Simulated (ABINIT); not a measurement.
Runs of ABINIT 10.8.3 (patched build) on BaTiO3. Symmetry: Pm-3m, No. 221, cubic system. Conventional cell: a = 4.006 Å, b = 4.006 Å, c = 4.006 Å, α = 90.00°, β = 90.00°, γ = 90.00°. Ba (site symmetry m-3m) is surrounded by 12 O at 2.83 Å. Ti (site symmetry m-3m) has 6 O at 2.00 Å as nearest neighbours. Around O (site symmetry 4/mmm) lie 2 Ti at 2.00 Å. 

```tsv
task	level	potentials or basis	cell	gap on the mesh (eV)	pressure (GPa)
single point	PBE	JTH PAW PBE v2.0	atoms moved at random, drawn with an rms of 0.05 Å	1.82	2.8
band structure	LDA	JTH PAW LDA v2.0	as given	1.73	-8.1
band structure	PBEsol	JTH PAW PBE v2.0	as given	(a)	-3.3
band structure	PBE	JTH PAW PBE v2.0	as given	1.82	2.8
single point	PBE	JTH PAW PBE v2.0	as given	1.82	2.8
```

Alike in all rows: no spin polarisation; k mesh 7 × 7 × 7; cutoff (eV) 626; smearing fermi-dirac 0.05 eV.

Problem. Fill in the values left out.

Solution. (a) 1.77.

Caveats: this set's barium file shifts pressures by 1.5 GPa and gaps by 0.1 eV against other sets; spin-orbit coupling is left out, which moves the levels of the heavy elements; an odd mesh through Γ misses points on the zone boundary, where band edges often lie (some runs); the PAW data sets were made with another functional, which shifts forces and pressure a little (some runs).

A k mesh can miss the band edges, and the runs leave out spin-orbit coupling on Ba.
